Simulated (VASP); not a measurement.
A run of VASP 6.6.1 is set up as follows.

File INCAR:

```
SYSTEM = HfSiO4
ALGO = Normal
EDIFF = 1E-6
ENCUT = 520
ISIF = 2
ISMEAR = 0
LASPH = .True.
LCHARG = .False.
LMIXTAU = .True.
LREAL = .False.
LWAVE = .False.
METAGGA = R2SCAN
NELM = 80
PREC = Accurate
SIGMA = 0.02
```

KPOINTS

```
k-points
0
Gamma
  6 6 6
  0 0 0
```

The input POSCAR:

```
HfSiO4
1.0
   -3.2794400000      3.2794400000      2.9794000000
    3.2794400000     -3.2794400000      2.9794000000
    3.2794400000      3.2794400000     -2.9794000000
Hf Si O
2 2 8
Direct
    0.0000000000      0.0000000000      0.0000000000
    0.7500000000      0.2500000000      0.5000000000
    0.2500000000      0.7500000000      0.5000000000
    0.5000000000      0.5000000000      0.0000000000
    0.1321300000      0.3174500000      0.8146800000
    0.0674500000      0.7527700000      0.6853200000
    0.0674500000      0.3821300000      0.3146800000
    0.5027700000      0.3174500000      0.1853200000
    0.6825500000      0.4972300000      0.8146800000
    0.6178700000      0.9325500000      0.6853200000
    0.2472300000      0.9325500000      0.3146800000
    0.6825500000      0.8678700000      0.1853200000
```

Potentials or basis: VASP PAW PBE potentials, release 64 (Hf_pv, Si, O).

The run is started by

```sh
$ cat potpaw_PBE.64/Hf_pv/POTCAR potpaw_PBE.64/Si/POTCAR potpaw_PBE.64/O/POTCAR > POTCAR
$ mpirun -np 1 vasp_std > vasp.out
```

(1) What does it give for the pressure?

(2) Estimate the largest force.

(3) What does it give for the band gap on the k mesh?

## Answers

(1) -0.3 GPa.

(2) 0.419 eV/Å.

(3) 6.08 eV, indirect (least direct gap 6.44 eV).

Caveat: the PAW data sets were made with another functional, which shifts forces and pressure a little; spin-orbit coupling is left out, which moves the levels of the heavy elements.
